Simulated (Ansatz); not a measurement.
**Ga: from a trial structure to a relaxed crystal**

All numbers below come from DFT r2SCAN, scalar-relativistic, plane waves, PAW in Ansatz 0.2.0. Cutoff 500 eV, Γ-centred k mesh, Gaussian smearing, no spin polarisation in the final step.

The start puts Ga on the fcc structure type (Fm-3m, No. 225), at a guessed volume.

```
Ga
1.0
     0.00000    2.16012    2.16012
     2.16012    0.00000    2.16012
     2.16012    2.16012    0.00000
Ga
1
Direct
  0.00000 0.00000 0.00000
```

Cell and atoms relax at zero pressure; the relaxation can't lower the symmetry of the start. After a coarse first stage the cell is made exact in the group found at 0.06 Å.

Energies count from the standard state of Ga at the same level.

Task: Describe the relaxed structure.

Result: It keeps Fm-3m (No. 225). The result has the fcc structure. Conventional cell: a = 4.147 Å. Around Ga lie 12 Ga at 2.93 Å.

```
Ga
1.0
     0.00000    2.07330    2.07330
     2.07330    0.00000    2.07330
     2.07330    2.07330    0.00000
Ga
1
Cartesian
  0.0000 0.0000 0.0000
```

Task: What are its volume, energy, density and gap?

Result: The volume per atom is 17.82 Å³, the density is 6.50 g/cm³ and the energy over the standard structure is 0.14 eV/atom. The gap on the 24×24×24 mesh is 0 eV (a metal).

The final run used a 24×24×24 mesh on its 1-atom cell and 0.10 eV smearing. For metals, differences of a few meV/atom aren't resolved. Symmetry constrained the relaxation, so the result can be a saddle point.